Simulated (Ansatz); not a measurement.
KMgF3 and the effect of the dispersion correction

The cell as given:

Space group Pm-3m (No. 221). a = 3.986 Å, b = 3.986 Å, c = 3.986 Å, α = 90.00°, β = 90.00°, γ = 90.00°
| atom | site | symmetry | x | y | z |
| --- | --- | --- | --- | --- | --- |
| K | 1b | m-3m | 0.5000 | 0.5000 | 0.5000 |
| Mg | 1a | m-3m | 0.0000 | 0.0000 | 0.0000 |
| F | 3d | 4/mm.m | 0.0000 | 0.0000 | 0.5000 |

The cell comes from a database or a generator and needn't be the form met in nature.

Kept alike: task relaxation of cell and atoms; functional r2SCAN; k mesh 7 × 7 × 7; occupations fermi-dirac, width 0.05 eV; no spin polarisation. Program: Ansatz, Ansatz PAW, cutoff 500 eV. The mesh is that of the run's cell of 5 atoms. No spin-orbit coupling.

```csv
dispersion correction,volume (Å³/atom)
D3(BJ),12.444
D3(BJ)-ATM,12.492
D4,12.543
none,12.617
rVV10,12.438
```

The relaxations keep at least the cell's symmetry (Pm-3m). Relaxations stop with a little pressure left, so the last digits of a volume or edge aren't settled. Ansatz's relaxations hold a Pulay term in the stress (up to 0.1 GPa here). All rows use potentials made for PBE.

What does the dispersion correction change here?

The volume runs from 12.438 (rVV10) to 12.617 Å³/atom (none). Against no correction: D3(BJ) -1.4 %; D3(BJ)-ATM -1.0 %; D4 -0.6 %; rVV10 -1.4 %. Dispersion terms mostly attract and so lower the volume; the schemes' coefficients and damping set how far.
